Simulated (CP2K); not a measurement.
# Au (Pm-3m) in CP2K: reference runs, part 2 of 2

CP2K 2026.2. Earlier steps stand in the parts before.

**3. Single point, PBE (cell strained at random at fixed volume)**

Contents of au_scf.inp:

```
&GLOBAL
  PROJECT au_scf
  RUN_TYPE ENERGY_FORCE
  PRINT_LEVEL LOW
&END GLOBAL
&FORCE_EVAL
  METHOD QS
  STRESS_TENSOR ANALYTICAL
  &DFT
    BASIS_SET_FILE_NAME BASIS_MOLOPT_UZH
    POTENTIAL_FILE_NAME POTENTIAL_UZH
    &MGRID
      CUTOFF 500
      REL_CUTOFF 60
      NGRIDS 4
    &END MGRID
    &QS
      METHOD GPW
      EPS_DEFAULT 1.0E-10
    &END QS
    &KPOINTS
      SCHEME MONKHORST-PACK 10 10 10
      GAMMA_CENTERED T
      SYMMETRY T
      SYMMETRY_BACKEND SPGLIB
    &END KPOINTS
    &SCF
      SCF_GUESS ATOMIC
      EPS_SCF 1.0E-6
      MAX_SCF 100
      ADDED_MOS 11
      CHOLESKY OFF
      EPS_EIGVAL 1.0E-7
      &DIAGONALIZATION ON
        ALGORITHM STANDARD
      &END DIAGONALIZATION
      &MIXING ON
        METHOD BROYDEN_MIXING
        ALPHA 0.4
        BETA 1.5
        NBUFFER 8
      &END MIXING
      &SMEAR ON
        METHOD FERMI_DIRAC
        ELECTRONIC_TEMPERATURE 580.23
      &END SMEAR
    &END SCF
    &XC
      &XC_FUNCTIONAL PBE
      &END XC_FUNCTIONAL
    &END XC
    &PRINT
      &KPOINTS ON
      &END KPOINTS
      &MULLIKEN ON
      &END MULLIKEN
      &MO ON
        ENERGIES T
        OCCUPATION_NUMBERS T
        &EACH
          QS_SCF 0
        &END EACH
        ADD_LAST NUMERIC
      &END MO
      &LOWDIN ON
      &END LOWDIN
      &HIRSHFELD ON
        SHAPE_FUNCTION DENSITY
      &END HIRSHFELD
    &END PRINT
  &END DFT
  &SUBSYS
    &CELL
      A 2.8076537636 0.0000000000 0.0000000000
      B -0.0844558860 2.6626186023 0.0000000000
      C -0.0013226828 -0.0492711784 2.7771033065
      PERIODIC XYZ
    &END CELL
    &COORD
      Au  1.3326523593 1.2630141863 1.3603696089
    &END COORD
    &KIND Au
      BASIS_SET TZVP-MOLOPT-PBE-GTH-q11
      POTENTIAL GTH-PBE-q11
    &END KIND
    &PRINT
      &ATOMIC_COORDINATES ON
      &END ATOMIC_COORDINATES
      &CELL ON
      &END CELL
    &END PRINT
  &END SUBSYS
  &PRINT
    &FORCES ON
    &END FORCES
    &STRESS_TENSOR ON
    &END STRESS_TENSOR
  &END PRINT
&END FORCE_EVAL
```

Potentials or basis: POTENTIAL_UZH Au GTH-PBE-q11; TZVP-MOLOPT-PBE-GTH basis.

Command:

```
OMP_NUM_THREADS=1 cp2k.psmp -i au_scf.inp -o au_scf.out
```

au_scf.out:

```text

 CP2K| version string:                                       CP2K version 2026.2
 CP2K| Input file name                                                au_scf.inp

 GLOBAL| Force Environment number                                              1
 GLOBAL| Basis set file name                                    BASIS_MOLOPT_UZH
 GLOBAL| Potential file name                                       POTENTIAL_UZH
 GLOBAL| MM Potential file name                                     MM_POTENTIAL
 GLOBAL| Coordinate file name                                      __STD_INPUT__
 GLOBAL| Method name                                                        CP2K
 GLOBAL| Project name                                                     au_scf
 GLOBAL| Run type                                                   ENERGY_FORCE
 GLOBAL| FFT library                                                       FFTW3
[... 6 lines left out ...]
 GLOBAL| Total number of message passing processes                             1
 GLOBAL| Number of threads for this process                                    1
 GLOBAL| CPU model name                                                  UNKNOWN

 CELL| Volume [angstrom^3]:                                            20.760822
 CELL| Vector a [angstrom]:       2.808     0.000     0.000   |a| =     2.807654
 CELL| Vector b [angstrom]:      -0.084     2.663     0.000   |b| =     2.663958
 CELL| Vector c [angstrom]:      -0.001    -0.049     2.777   |c| =     2.777541
 CELL| Angle (b,c), alpha [degree]:                                    91.015055
 CELL| Angle (a,c), beta  [degree]:                                    90.027285
 CELL| Angle (a,b), gamma [degree]:                                    91.816762
 CELL| Numerically orthorhombic:                                              NO
 CELL| Periodicity                                                           XYZ

 CELL_REF| Volume [angstrom^3]:                                        20.760822
 CELL_REF| Vector a [angstrom     2.808     0.000     0.000   |a| =     2.807654
 CELL_REF| Vector b [angstrom    -0.084     2.663     0.000   |b| =     2.663958
 CELL_REF| Vector c [angstrom    -0.001    -0.049     2.777   |c| =     2.777541
 CELL_REF| Angle (b,c), alpha [degree]:                                91.015055
 CELL_REF| Angle (a,c), beta  [degree]:                                90.027285
 CELL_REF| Angle (a,b), gamma [degree]:                                91.816762
 CELL_REF| Numerically orthorhombic:                                          NO
 CELL_REF| Periodicity                                                       XYZ
[... 9 lines left out ...]
 TOTAL NUMBERS AND MAXIMUM NUMBERS

  Total number of            - Atomic kinds:                                   1
                             - Atoms:                                          1
                             - Shell sets:                                     1
                             - Shells:                                        10
                             - Primitive Cartesian functions:                  6
                             - Cartesian basis functions:                     40
                             - Spherical basis functions:                     34

  Maximum angular momentum of- Orbital basis functions:                        3
                             - Local part of the GTH pseudopotential:          0
                             - Non-local part of the GTH pseudopotential:      4

 MODULE QUICKSTEP: ATOMIC COORDINATES IN ANGSTROM

   Atom Kind Element         X             Y             Z       Z(eff)     Mass
      1    1 Au   79      1.332652      1.263014      1.360370  11.0000 196.9666

 SCF PARAMETERS         Density guess:                                    ATOMIC
[... 9 lines left out ...]
                        --------------------------------------------------------
                        level_shift [a.u.]:                             0.000000
                        added MOs                                        11    0
                        --------------------------------------------------------
                        Mixing method:                            BROYDEN_MIXING
                                                charge density mixing in g-space
                        --------------------------------------------------------
[... 71 lines left out ...]

 SCF WAVEFUNCTION OPTIMIZATION

  Step     Update method      Time    Convergence         Total energy    Change
  ------------------------------------------------------------------------------
     1 NoMix/Diag. 0.40E+00   11.3     0.27847801       -33.1311464268 -3.31E+01
     2 Broy./Diag. 0.40E+00    9.7     0.10814275       -34.0116416520 -8.80E-01
     3 Broy./Diag. 0.40E+00    9.8     0.10981745       -33.4844398083  5.27E-01
     4 Broy./Diag. 0.40E+00    9.7     0.00481036       -33.1376289245  3.47E-01
     5 Broy./Diag. 0.40E+00    9.7     0.00195539       -33.1350861008  2.54E-03
     6 Broy./Diag. 0.40E+00    9.8     0.00284234       -33.1319555562  3.13E-03
     7 Broy./Diag. 0.40E+00    9.8     0.00076576       -33.1319584121 -2.86E-06
     8 Broy./Diag. 0.40E+00    9.8     0.00053160       -33.1310999416  8.58E-04
     9 Broy./Diag. 0.40E+00    9.7     0.00001548       -33.1310611053  3.88E-05
    10 Broy./Diag. 0.40E+00    9.6     0.00004594       -33.1310621549 -1.05E-06
    11 Broy./Diag. 0.40E+00    9.7     0.00000245       -33.1310608239  1.33E-06
    12 Broy./Diag. 0.40E+00    9.7     0.00000113       -33.1310608742 -5.03E-08
    13 Broy./Diag. 0.40E+00    9.7     0.00000057       -33.1310625563 -1.68E-06

  *** SCF run converged in    13 steps ***

  Electronic density on regular grids:        -10.9999999997        0.0000000003
  Core density on regular grids:               10.9999999983       -0.0000000017
  Total charge density on r-space grids:       -0.0000000014
  Total charge density g-space grids:          -0.0000000014

  Overlap energy of the core charge distribution:               0.00000005270907
  Self energy of the core charge distribution:                -57.78919572466929
  Core Hamiltonian energy:                                     18.37667712099011
  Hartree energy:                                              11.50478047830867
  Exchange-correlation energy:                                 -5.22318007521625
  Electronic entropic energy:                                  -0.00014440835875
  Fermi energy:                                                 0.26258331989197

  Total energy:                                               -33.13106255630150
  Total energy (extrapolated to T->0):                        -33.13099035212213

 MO| EIGENVALUES AND OCCUPATION NUMBERS FOR K POINT 1
 MO|
 MO|  Index      Eigenvalue [a.u.]        Eigenvalue [eV]             Occupation
 MO|      1               0.080850               2.200031               2.000000
 MO|      2               0.086889               2.364358               2.000000
 MO|      3               0.097684               2.658126               2.000000
 MO|      4               0.220614               6.003212               2.000000
 MO|      5               0.226290               6.157675               2.000000
 MO|      6               0.442774              12.048495               0.000000
[... 298 lines left out ...]
 MO|      6               0.274562               7.471217               0.002945
[... 9 lines left out ...]
 MO|     16               1.621305              44.117962               0.000000
 MO|     17               1.765666              48.046210               0.000000
 MO| Sum:                                                              10.002945
 MO| E(Fermi):            0.262583 a.u.          7.145256 eV

 [... the levels of further k-points ...]

 !-----------------------------------------------------------------------------!
                     Mulliken Population Analysis

 #  Atom  Element  Kind  Atomic population                           Net charge
       1     Au       1         11.000000                              0.000000
 # Total charge                             11.000000                  0.000000

 !-----------------------------------------------------------------------------!

 !-----------------------------------------------------------------------------!
                           Hirshfeld Charges

  #Atom  Element  Kind  Ref Charge     Population                    Net charge
      1       Au     1      11.000         11.000                        -0.000

  Total Charge                                                           -0.000
 !-----------------------------------------------------------------------------!

 LOWDIN POPULATION ANALYSIS

 #  Atom  Element  Kind  Atomic population                           Net charge
       1     Au       1         11.000000                              0.000000
 # Total charge                             11.000000                  0.000000

 ENERGY| Total FORCE_EVAL ( QS ) energy [hartree]            -33.131062265038111

 FORCES| Atomic forces [hartree/bohr]
 FORCES|   Atom     x               y               z               |f|
 FORCES|      1 -8.89873308E-07 -8.94922640E-08 -9.95455967E-07   1.33821372E-06
 FORCES| Sum    -8.89873308E-07 -8.94922640E-08 -9.95455967E-07
 FORCES| Total atomic force                                       1.33821372E-06

 STRESS| Analytical stress tensor [bar]
 STRESS|                        x                   y                   z
 STRESS|      x       -1.06750149570E+04  -9.73135167604E+03  -6.08125960177E+02
 STRESS|      y       -9.73135167604E+03   1.37023487661E+05  -3.17389876560E+03
 STRESS|      z       -6.08125960177E+02  -3.17389876560E+03   9.90515016734E+03
 STRESS| 1/3 Trace                                             4.54178742904E+04
 STRESS| Determinant                                          -1.54072511734E+13

 STRESS| Eigenvectors and eigenvalues of the analytical stress tensor [bar]
 STRESS|                        1                   2                   3
 STRESS| Eigenvalues  -1.13447444650E+04   9.85996573500E+03   1.37738401601E+05
 STRESS|      x           0.997065023987     -0.039950282773     -0.065309362641
 STRESS|      y           0.066218658183      0.021876041962      0.997565300167
 STRESS|      z           0.038424305469      0.998962168300     -0.024457290422
```

Wall time 2.4 min (1 thread of Arm Neoverse V1, shared host); peak memory 0.32 GiB.

Results:

| Property | Result |
| --- | --- |
| Free energy | -901.5421 eV |
| Pressure | 4.5 GPa |
| Band gap on the k mesh | none (metal or under the smearing width) |

Stress tensor (GPa, compression positive):
```
-1.07 -0.97 -0.06
-0.97 13.70 -0.32
-0.06 -0.32  0.99
```

Caveat: the basis of atomic orbitals isn't converged, which shifts pressures, moduli and gaps. The run has no spin-orbit coupling, so splittings on Au are missing.
